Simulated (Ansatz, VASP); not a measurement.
**RbBr: VASP beside Ansatz**

```
Rb Br
1.0
     0.00000    3.49421    3.49421
     3.49421    0.00000    3.49421
     3.49421    3.49421    0.00000
Rb Br
1 1
Cartesian
  0.0000 0.0000 0.0000
  3.4942 3.4942 3.4942
```

Alike in both runs: task single point; functional LDA; k mesh 8 × 8 × 8; occupations gaussian, width 0.05 eV; no spin polarisation.

|  | VASP | Ansatz |
| --- | --- | --- |
| version | VASP 6.6.1 | Ansatz 0.2.0 |
| potentials or method | VASP PAW LDA potentials, release 64 (Rb_sv, Br) | scalar-relativistic, plane waves, PAW |
| plane-wave cutoff (eV) | 520 | 420 |
| valence electrons in the cell | 16 | 16 |

```csv
,VASP,Ansatz,Ansatz less VASP
gap on the k mesh at the Fermi level (eV),3.83,3.82,-0.010
pressure (GPa),-1.8,-1.8,-0.03
```

A k mesh can miss the band edges.
